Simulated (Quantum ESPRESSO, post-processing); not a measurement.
# Tuning the work function of Au(100), part 2 of 2

Which overlayers raise and which lower the work function of Au(100), and does electronegativity predict it?

Quantum ESPRESSO 7.5; plane-wave DFT, PBEsol, GBRV ultrasoft pseudopotentials.

So far. Step 10 (SCF with pw.x, Na overlayer): The covered face stands at 3.47 eV against 5.23 eV when clean. Step 10 (SCF with pw.x, Na overlayer): Inside the slab this potential holds the local part of the pseudopotentials, which can be repulsive at the nuclei; only its value in the vacuum has a meaning of its own.

### Step 11. Projected density of states, Na overlayer

Contents of Na.pdos.in:

```
&projwfc
  prefix = 'Na.esm'
  outdir = './out'
  filpdos = 'Na.pdos'
  Emin = -12.296
  Emax = -0.295
  DeltaE = 0.1
  ngauss = 0
  degauss = 0.01
/
```

On the command line:

```sh
OMP_NUM_THREADS=1 mpirun -n 4 projwfc.x -in Na.pdos.in > Na.pdos.out
```

Elapsed: 1.2 s, on 4 MPI ranks of Arm Neoverse V2, shared host; peak memory 0.14 GiB; 4.6 s of CPU time.

Numbers from this step:

| Quantity | Value |
| --- | --- |
| spilling of the projection | 9.00e-4 |

Projected DOS an atom over height of the atomic layer and energy from the Fermi level. Columns are the atomic layers from the bottom up.

Ten even steps from '0' (0.00 states/eV) to '9' (3.50 states/eV), each cell a mean:
```
111121
000000
000010
111111
000000
000010
000010
332210
777640
954660
645680
945680
644590
678670
457660
354540
353640
264520
154310
022100
000000
000000
```
Columns: height of the atomic layer (Å) from -5.63 to 5.63 (not evenly spaced); rows upwards: energy from the Fermi level (eV) from -8.00 to 1.50.

The atomic orbitals miss 0.1 % of the occupied states; for empty states the projections can miss much more.

### Step 12. Relaxation with pw.x, Mg overlayer

Level of this step: plane-wave DFT, PBE, GBRV ultrasoft pseudopotentials (Quantum ESPRESSO 7.5).

System of this step: Au(100), 5 layers, one monolayer of Mg on top sites. The cell holds 6 atoms: 5 Au and 1 Mg. Cell: a = 2.885 Å, b = 2.885 Å, c = 27.160 Å, α = 90.0°, β = 90.0°, γ = 90.0°. It derives from Au. Vacuum lies along c.

Contents of Mg.relax.in:

```
&control
  prefix = 'Mg.relax'
  outdir = './out'
  pseudo_dir = './pseudo'
  nstep = 40
  forc_conv_thr = 0.001
  calculation = 'relax'
/
&system
  ibrav = 0
  nat = 6
  ntyp = 2
  ecutwfc = 40
  ecutrho = 200
  occupations = 'smearing'
  smearing = 'mv'
  degauss = 0.02
/
&electrons
  conv_thr = 1e-07
  mixing_beta = 0.4
  electron_maxstep = 120
  mixing_mode = 'local-TF'
/
&ions
/
ATOMIC_SPECIES
  Au  196.9666  au_pbe_v1.uspp.F.UPF
  Mg  24.3050  mg_pbe_v1.4.uspp.F.UPF
CELL_PARAMETERS angstrom
  2.88499566724111 0.00000000000000 0.00000000000000
  0.00000000000000 2.88499566724111 0.00000000000000
  0.00000000000000 0.00000000000000 27.16000000000000
ATOMIC_POSITIONS crystal
  Au  0.000000000000 0.000000000000 0.305596465390 0 0 0
  Au  0.500000000000 0.500000000000 0.380706921944 0 0 0
  Au  0.000000000000 0.000000000000 0.455817378498 0 0 0
  Au  0.500000000000 0.500000000000 0.530927835052
  Au  0.000000000000 0.000000000000 0.606038291605
  Mg  0.000000000000 0.000000000000 0.708026509573
K_POINTS automatic
  8 8 1 0 0 0
```

On the command line:

```sh
OMP_NUM_THREADS=1 mpirun -n 4 pw.x -nk 4 -in Mg.relax.in > Mg.relax.out
```

It took 7 min on 4 MPI ranks; peak memory 0.94 GiB; 28 min of CPU time.

Step by step:

| step | energy less that of the first step (eV) | largest force (eV/Å) |
| --- | --- | --- |
| 1 | 0.0000 | 0.7520 |
| 2 | -0.0115 | 0.6362 |
| 3 | -0.0220 | 0.5318 |
| 4 | -0.0343 | 0.3764 |
| 5 | -0.0456 | 0.2105 |
| 6 | -0.0497 | 0.2253 |
| 7 | -0.0520 | 0.2277 |
| 8 | -0.0557 | 0.2441 |
| 9 | -0.0608 | 0.2428 |
| 10 | -0.0663 | 0.2092 |
| 11 | -0.0690 | 0.1934 |
| 12 | -0.0713 | 0.2237 |
| 13 | -0.0742 | 0.2125 |
| 14 | -0.0780 | 0.1310 |
| 15 | -0.0792 | 0.0523 |
| 16 | -0.0795 | 0.0149 |

The atoms that moved most (Å):

| atom | dx | dy | dz | length |
| --- | --- | --- | --- | --- |
| Au5 | 0.000 | 0.000 | 0.283 | 0.283 |
| Mg6 | 0.000 | 0.000 | 0.191 | 0.191 |
| Au4 | 0.000 | 0.000 | 0.125 | 0.125 |

The relaxation lowers the energy by 13 meV an atom. On the free atoms the largest force ends at 0.015 eV/Å.

Numbers from this step:

| Property | Result |
| --- | --- |
| free energy | -9526.6165 eV |
| Fermi energy | 4.039 eV |

### Step 13. SCF with pw.x, Mg overlayer, with startingpot = atomic

Level of this step: plane-wave DFT, PBEsol, GBRV ultrasoft pseudopotentials (Quantum ESPRESSO 7.5).

Contents of Mg.esm.try.in:

```
&control
  prefix = 'Mg.esm'
  outdir = './out'
  pseudo_dir = './pseudo'
  calculation = 'scf'
  tprnfor = .true.
/
&system
  ibrav = 0
  nat = 6
  ntyp = 2
  ecutwfc = 40
  ecutrho = 200
  occupations = 'smearing'
  smearing = 'mv'
  degauss = 0.02
  assume_isolated = 'esm'
  esm_bc = 'bc1'
/
&electrons
  conv_thr = 1e-07
  mixing_beta = 0.4
  electron_maxstep = 120
  mixing_mode = 'local-TF'
/
ATOMIC_SPECIES
  Au  196.9666  au_pbesol_v1.uspp.F.UPF
  Mg  24.3050  mg_pbesol_v1.4.uspp.F.UPF
CELL_PARAMETERS angstrom
  2.88499566724111 0.00000000000000 0.00000000000000
  0.00000000000000 2.88499566724111 0.00000000000000
  0.00000000000000 0.00000000000000 27.16000000000000
ATOMIC_POSITIONS crystal
  Au  0.000000000000 0.000000000000 -0.204723228700
  Au  0.500000000000 0.500000000000 -0.129612772200
  Au  0.000000000000 0.000000000000 -0.054502315600
  Au  0.500000000000 0.500000000000 0.025205804000
  Au  0.000000000000 0.000000000000 0.106122654200
  Mg  0.000000000000 0.000000000000 0.204723228700
K_POINTS automatic
  8 8 1 0 0 0
```

On the command line:

```sh
OMP_NUM_THREADS=1 mpirun -n 4 pw.x -nk 4 -in Mg.esm.try.in > Mg.esm.try.out
```

Elapsed: 4.5 min, on 4 MPI ranks; peak memory 0.73 GiB.

This try failed: “c_bands (1): too many bands are not converged”.

The message: “c_bands (1): too many bands are not converged”. The message is a late symptom: the SCF loop had diverged, with an estimated accuracy of 9.98e+03 Ry in its last cycle.

### Step 14. Ground state, Mg overlayer

A plain periodic run, loosely converged, makes a sound starting density. Its levels are not used.

Mg.esm.pre.in, as its differences from the input of step 13:

```diff
@@ -1,3 +1,3 @@
 &control
-  prefix = 'Mg.esm'
+  prefix = 'Mg.esm.pre'
   outdir = './out'
@@ -16,7 +16,5 @@
   degauss = 0.02
-  assume_isolated = 'esm'
-  esm_bc = 'bc1'
 /
 &electrons
-  conv_thr = 1e-07
+  conv_thr = 1e-05
   mixing_beta = 0.4
```

On the command line:

```sh
OMP_NUM_THREADS=1 mpirun -n 4 pw.x -nk 4 -in Mg.esm.pre.in > Mg.esm.pre.out
```

Run time: 47 s. Hardware: 4 MPI ranks; peak memory 0.57 GiB.

Numbers from this step:

- free energy: -9507.2699 eV
- Fermi energy: 3.901 eV

### Step 15. SCF with pw.x, Mg overlayer

The run with open boundaries is repeated, now from the density of the periodic run.

Mg.esm.in, as its differences from the input of step 14:

```diff
@@ -1,3 +1,3 @@
 &control
-  prefix = 'Mg.esm.pre'
+  prefix = 'Mg.esm'
   outdir = './out'
@@ -16,5 +16,7 @@
   degauss = 0.02
+  assume_isolated = 'esm'
+  esm_bc = 'bc1'
 /
 &electrons
-  conv_thr = 1e-05
+  conv_thr = 1e-07
   mixing_beta = 0.4
@@ -22,2 +24,3 @@
   mixing_mode = 'local-TF'
+  startingpot = 'file'
 /
```

On the command line:

```sh
cp -r out/Mg.esm.pre.save out/Mg.esm.save
OMP_NUM_THREADS=1 mpirun -n 4 pw.x -nk 4 -in Mg.esm.in > Mg.esm.out
```

Elapsed: 74 s, on 4 MPI ranks; peak memory 0.69 GiB; 4.9 min of CPU time.

This step gave:

| Property | Result |
| --- | --- |
| free energy | -9507.2671 eV |
| Fermi energy | -4.629 eV |
| vacuum line at the lower end of the cell, over the Fermi level | 5.259 eV |
| vacuum line at the upper end of the cell, over the Fermi level | 4.000 eV |

The potential energy, planar mean oscillates, so the rows of the table below give means over windows of 1 Å about each position, cut where the curve ends. Its maxima inside the range that stand out by 2 % of the span (Å: eV): -5.5: -0.813, -4.5: -1.05, -3.5: -1.27, -2.5: -1.18, -1.5: -1.18, -0.3: -0.192, 0.7: -1.09, 1.8: 0.0503, 2.9: -0.996, 4.2: 2.36. Its minima: -6.0: -1.40, -5.1: -1.77, -4.0: -2.15, -3.1: -2.16, -1.9: -2.09, -1.0: -1.96, 0.2: -1.88, 1.1: -1.89, 2.4: -1.78, 3.3: -1.55, 5.5: -12.0.

Electrostatic potential energy of an electron; zero at the Fermi level. The potential energy, planar mean by z; means over each step:

| z (Å) | potential energy, planar mean (eV) |
| --- | --- |
| -13 | 5.26 |
| -12 | 5.26 |
| -11 | 5.26 |
| -10 | 5.26 |
| -9 | 5.25 |
| -8 | 5.17 |
| -7 | 3.88 |
| -6 | -0.703 |
| -5 | -1.36 |
| -4 | -1.67 |
| -3 | -1.69 |
| -2 | -1.64 |
| -1 | -1.38 |
| 0 | -1.13 |
| 1 | -1.43 |
| 2 | -0.796 |
| 3 | -1.30 |
| 4 | 1.25 |
| 5 | -4.69 |
| 6 | -6.37 |
| 7 | 2.25 |
| 8 | 3.81 |
| 9 | 3.98 |
| 10 | 4.00 |
| 11 | 4.00 |
| 12 | 4.00 |
| 13 | 4.00 |

The covered face stands at 4.00 eV against 5.23 eV when clean.

Inside the slab this potential holds the local part of the pseudopotentials, which can be repulsive at the nuclei; only its value in the vacuum has a meaning of its own.

### Step 16. Projected density of states, Mg overlayer

Contents of Mg.pdos.in:

```
&projwfc
  prefix = 'Mg.esm'
  outdir = './out'
  filpdos = 'Mg.pdos'
  Emin = -12.629
  Emax = -0.629
  DeltaE = 0.1
  ngauss = 0
  degauss = 0.01
/
```

On the command line:

```sh
OMP_NUM_THREADS=1 mpirun -n 4 projwfc.x -in Mg.pdos.in > Mg.pdos.out
```

Wall time 1.2 s (4 MPI ranks); peak memory 0.14 GiB; 4.8 s of CPU time.

Numbers from this step:

```
spilling of the projection : 0.004
```

Projected DOS an atom over height of the atomic layer and energy from the Fermi level. Columns are the atomic layers from the bottom up.

Values in states/eV, 22 rows by 6 columns, each cell a mean:
```
0.19 0.14 0.18 0.21 0.29 0.04
0.42 0.33 0.28 0.31 0.30 0.17
0.40 0.31 0.33 0.35 0.56 0.19
0.26 0.29 0.34 0.25 0.42 0.29
0.33 0.28 0.32 0.39 0.45 0.36
0.20 0.14 0.16 0.15 0.25 0.15
0.58 0.39 0.38 0.38 0.47 0.35
2.06 1.95 1.69 1.29 0.79 0.22
2.95 2.37 2.30 2.69 1.74 0.29
3.14 1.71 1.61 2.14 2.37 0.20
2.66 1.53 2.06 2.02 2.70 0.16
3.06 1.46 1.62 2.68 3.23 0.15
2.04 1.74 2.10 1.99 3.14 0.15
2.20 2.80 3.14 2.25 2.54 0.12
1.61 1.83 2.27 2.02 3.02 0.14
1.24 1.75 1.47 1.66 2.21 0.20
1.05 1.99 1.26 2.28 1.60 0.02
1.01 2.53 2.06 1.66 0.99 0.02
0.45 1.43 1.34 0.81 0.39 0.02
0.27 0.78 0.78 0.47 0.22 0.01
0.07 0.14 0.14 0.13 0.09 0.00
0.13 0.28 0.30 0.21 0.12 0.01
```
Columns: height of the atomic layer (Å) from -5.56 to 5.56 (not evenly spaced); rows upwards: energy from the Fermi level (eV) from -8.00 to 1.40.

The atomic orbitals miss 0.4 % of the occupied states; for empty states the projections can miss much more.

### Step 17. Relaxing the ions, Al overlayer

Level of this step: plane-wave DFT, PBE, GBRV ultrasoft pseudopotentials (Quantum ESPRESSO 7.5).

System of this step: Au(100), 5 layers, one monolayer of Al on top sites. The cell holds 6 atoms: 5 Au and 1 Al. Cell: a = 2.885 Å, b = 2.885 Å, c = 27.160 Å, α = 90.0°, β = 90.0°, γ = 90.0°. It derives from Au. Vacuum lies along c.

Contents of Al.relax.in:

```
&control
  prefix = 'Al.relax'
  outdir = './out'
  pseudo_dir = './pseudo'
  nstep = 40
  forc_conv_thr = 0.001
  calculation = 'relax'
/
&system
  ibrav = 0
  nat = 6
  ntyp = 2
  ecutwfc = 40
  ecutrho = 200
  occupations = 'smearing'
  smearing = 'mv'
  degauss = 0.02
/
&electrons
  conv_thr = 1e-07
  mixing_beta = 0.4
  electron_maxstep = 120
  mixing_mode = 'local-TF'
/
&ions
/
ATOMIC_SPECIES
  Au  196.9666  au_pbe_v1.uspp.F.UPF
  Al  26.9815  al_pbe_v1.uspp.F.UPF
CELL_PARAMETERS angstrom
  2.88499566724111 0.00000000000000 0.00000000000000
  0.00000000000000 2.88499566724111 0.00000000000000
  0.00000000000000 0.00000000000000 27.16000000000000
ATOMIC_POSITIONS crystal
  Au  0.000000000000 0.000000000000 0.305596465390 0 0 0
  Au  0.500000000000 0.500000000000 0.380706921944 0 0 0
  Au  0.000000000000 0.000000000000 0.455817378498 0 0 0
  Au  0.500000000000 0.500000000000 0.530927835052
  Au  0.000000000000 0.000000000000 0.606038291605
  Al  0.000000000000 0.000000000000 0.700662739323
K_POINTS automatic
  8 8 1 0 0 0
```

On the command line:

```sh
OMP_NUM_THREADS=1 mpirun -n 4 pw.x -nk 4 -in Al.relax.in > Al.relax.out
```

Elapsed: 5.5 min, on 4 MPI ranks; peak memory 0.91 GiB.

Step by step:

| step | energy less that of the first step (eV) | largest force (eV/Å) |
| --- | --- | --- |
| 1 | 0.0000 | 0.7704 |
| 2 | -0.0118 | 0.6192 |
| 3 | -0.0214 | 0.4642 |
| 4 | -0.0306 | 0.2455 |
| 5 | -0.0356 | 0.2499 |
| 6 | -0.0379 | 0.2812 |
| 7 | -0.0416 | 0.2937 |
| 8 | -0.0475 | 0.2939 |
| 9 | -0.0552 | 0.2705 |
| 10 | -0.0636 | 0.2210 |
| 11 | -0.0703 | 0.1316 |
| 12 | -0.0716 | 0.1028 |
| 13 | -0.0719 | 0.0944 |
| 14 | -0.0727 | 0.0511 |
| 15 | -0.0728 | 0.0275 |
| 16 | -0.0729 | 0.0133 |

The atoms that moved most (Å):

| atom | dx | dy | dz | length |
| --- | --- | --- | --- | --- |
| Au5 | 0.000 | 0.000 | 0.270 | 0.270 |
| Al6 | 0.000 | 0.000 | 0.218 | 0.218 |
| Au4 | 0.000 | 0.000 | 0.107 | 0.107 |

Final coordinates:

```cif
data_structure
_symmetry_space_group_name_H-M 'P 1'
_symmetry_Int_Tables_number 1
_cell_length_a 2.8850
_cell_length_b 2.8850
_cell_length_c 27.1600
_cell_angle_alpha 90.000
_cell_angle_beta 90.000
_cell_angle_gamma 90.000
_cell_volume 226.06
loop_
_atom_site_label
_atom_site_type_symbol
_atom_site_fract_x
_atom_site_fract_y
_atom_site_fract_z
_atom_site_occupancy
Au1 Au 0.00000 0.00000 0.30560 1
Au2 Au 0.50000 0.50000 0.38071 1
Au3 Au 0.00000 0.00000 0.45582 1
Au4 Au 0.50000 0.50000 0.53486 1
Au5 Au 0.00000 0.00000 0.61597 1
Al6 Al 0.00000 0.00000 0.70871 1
```

The relaxation lowers the energy by 12 meV an atom. On the free atoms the largest force ends at 0.013 eV/Å.

Numbers from this step:

```
free energy  : -7912.6511 eV
Fermi energy : 3.990 eV
```

### Step 18. Ground state, Al overlayer

Level of this step: plane-wave DFT, PBEsol, GBRV ultrasoft pseudopotentials (Quantum ESPRESSO 7.5).

Contents of Al.esm.in:

```
&control
  prefix = 'Al.esm'
  outdir = './out'
  pseudo_dir = './pseudo'
  calculation = 'scf'
  tprnfor = .true.
/
&system
  ibrav = 0
  nat = 6
  ntyp = 2
  ecutwfc = 40
  ecutrho = 200
  occupations = 'smearing'
  smearing = 'mv'
  degauss = 0.02
  assume_isolated = 'esm'
  esm_bc = 'bc1'
/
&electrons
  conv_thr = 1e-07
  mixing_beta = 0.4
  electron_maxstep = 120
  mixing_mode = 'local-TF'
/
ATOMIC_SPECIES
  Au  196.9666  au_pbesol_v1.uspp.F.UPF
  Al  26.9815  al_pbesol_v1.uspp.F.UPF
CELL_PARAMETERS angstrom
  2.88499566724111 0.00000000000000 0.00000000000000
  0.00000000000000 2.88499566724111 0.00000000000000
  0.00000000000000 0.00000000000000 27.16000000000000
ATOMIC_POSITIONS crystal
  Au  0.000000000000 0.000000000000 -0.201555007850
  Au  0.500000000000 0.500000000000 -0.126444551350
  Au  0.000000000000 0.000000000000 -0.051334094750
  Au  0.500000000000 0.500000000000 0.027706974650
  Au  0.000000000000 0.000000000000 0.108822603250
  Al  0.000000000000 0.000000000000 0.201555007850
K_POINTS automatic
  8 8 1 0 0 0
```

On the command line:

```sh
OMP_NUM_THREADS=1 mpirun -n 4 pw.x -nk 4 -in Al.esm.in > Al.esm.out
```

Elapsed: 68 s, on 4 MPI ranks; peak memory 0.59 GiB.

This step gave:

```
free energy                                                    : -7895.4979 eV
Fermi energy                                                   : -4.664 eV
vacuum line at the lower end of the cell, over the Fermi level : 5.135 eV
vacuum line at the upper end of the cell, over the Fermi level : 4.193 eV
```

The potential energy, planar mean oscillates, so the rows of the table below give means over windows of 1 Å about each position, cut where the curve ends. Its maxima inside the range that stand out by 2 % of the span (Å: eV): -5.4: -0.945, -4.5: -1.14, -3.4: -1.36, -2.4: -1.28, -1.4: -1.24, -0.3: -0.398, 0.8: -1.23, 1.8: -0.108, 2.9: -1.12, 4.2: 1.88. Its minima: -5.9: -1.52, -5.0: -1.89, -4.0: -2.22, -2.9: -2.24, -1.9: -2.16, -0.9: -2.04, 0.3: -2.01, 1.2: -2.00, 2.5: -1.99, 3.4: -1.70, 5.4: -11.2.

Electrostatic potential energy of an electron; zero at the Fermi level. The potential energy, planar mean by z; means over each step:

| z (Å) | potential energy, planar mean (eV) |
| --- | --- |
| -13 | 5.14 |
| -12 | 5.14 |
| -11 | 5.14 |
| -10 | 5.13 |
| -9 | 5.13 |
| -8 | 5.07 |
| -7 | 4.04 |
| -6 | -0.600 |
| -5 | -1.45 |
| -4 | -1.74 |
| -3 | -1.78 |
| -2 | -1.72 |
| -1 | -1.55 |
| 0 | -1.24 |
| 1 | -1.60 |
| 2 | -0.898 |
| 3 | -1.49 |
| 4 | 0.664 |
| 5 | -6.01 |
| 6 | -5.44 |
| 7 | 2.92 |
| 8 | 4.09 |
| 9 | 4.18 |
| 10 | 4.19 |
| 11 | 4.19 |
| 12 | 4.19 |
| 13 | 4.19 |

The covered face stands at 4.19 eV against 5.23 eV when clean.

Inside the slab this potential holds the local part of the pseudopotentials, which can be repulsive at the nuclei; only its value in the vacuum has a meaning of its own.

### Step 19. Projections on atomic orbitals, Al overlayer

Contents of Al.pdos.in:

```
&projwfc
  prefix = 'Al.esm'
  outdir = './out'
  filpdos = 'Al.pdos'
  Emin = -12.664
  Emax = -0.664
  DeltaE = 0.1
  ngauss = 0
  degauss = 0.01
/
```

On the command line:

```sh
OMP_NUM_THREADS=1 mpirun -n 4 projwfc.x -in Al.pdos.in > Al.pdos.out
```

It took 1.2 s on 4 MPI ranks; peak memory 0.14 GiB; 4.5 s of CPU time.

Read from the output:

- spilling of the projection: 0.0012

Projected DOS an atom over height of the atomic layer and energy from the Fermi level. Columns are the atomic layers from the bottom up.

Ten even steps from '0' (0.07 states/eV) to '9' (3.49 states/eV), each cell a mean:
```
100112
000001
000001
101112
000001
000000
000000
332111
777520
954751
645560
946660
643690
678670
557660
344460
353560
264540
144320
022100
000000
000000
```
Columns: height of the atomic layer (Å) from -5.47 to 5.47 (not evenly spaced); rows upwards: energy from the Fermi level (eV) from -8 to 1.5.

The atomic orbitals miss 0.1 % of the occupied states; for empty states the projections can miss much more.

### Step 20. The series side by side

Against the clean face, with Pauling's electronegativity for orientation:

| overlayer | electronegativity | height over the top plane (Å) | change of work function (eV) |
| --- | --- | --- | --- |
| Li | 0.98 | 2.46 | -1.52 |
| Na | 0.93 | 2.87 | -1.77 |
| Mg | 1.31 | 2.68 | -1.23 |
| Al | 1.61 | 2.52 | -1.04 |

All levels:

| level | covered face (eV) | bare face (eV) | CPU time (s) |
| --- | --- | --- | --- |
| clean | 5.232 | 5.189 | 341 |
| Li | 3.713 | 5.111 | 877.9 |
| Na | 3.466 | 5.125 | 275.3 |
| Mg | 4 | 5.259 | 294.3 |
| Al | 4.193 | 5.135 | 269.8 |

### Step 21. A check by hand

Under Na the faces differ by -1.66 eV. By the Helmholtz relation p = −Δφ A/180.95 = +0.0763 e Å a cell, or +0.37 D.

### Step 22. What came out

| Quantity | Value |
| --- | --- |
| work function of the clean face | 5.23 eV |
| change under Li | -1.52 eV |
| change under Na | -1.77 eV |
| change under Mg | -1.23 eV |
| change under Al | -1.04 eV |

On a clean face of 5.23 eV the changes run from -1.77 eV (Na) to -1.04 eV (Al) (PBEsol, GBRV ultrasoft). The changes follow electronegativity: the more electronegative the overlayer, the higher the work function. The bare face moves by 0.15 eV over the row; it should not move at all, so the changes above are uncertain by about as much. Full 1×1 monolayers on one site are model structures; at this coverage neighbours depolarise each other, and real layers may take other sites or reconstruct. The upper layers were relaxed under PBE at the tabulated lattice constant. Spin-orbit coupling is left out; depending on the atoms that carry the levels of interest, it can split and shift them by tenths of an eV to an eV or more.

Comparison with the measured values:

```
                                                 quantity  measured  PBEsol, GBRV ultrasoft, clean
work function (clean (100) face, which reconstructs) (eV)      5.22                5.23 (+0.01 eV)
```

Measured values from arxiv:1702.08515 (2017).

Verdict: The work function is off by +0.01 eV: good agreement. The grades are ours: good and fair within 3 and 7 % for the work function. Other measurements of the same face can differ from the value quoted by 0.1 to 0.2 eV.

[Logs are printed without paths, hosts, clocks, repeated set-up lines and the standing remarks that a program may print on its own settings, such as how far it seeks lower states.]

[Hosts, paths, dates, database ids (printed as entryN), source tags and the programs' standing remarks are cut or masked in the printed files.]

[Maps of the electrostatic potential energy from Ansatz leave out the sawtooth potential of an applied field or a dipole correction, so their vacuum need not be flat; planar profiles and work functions include it.]
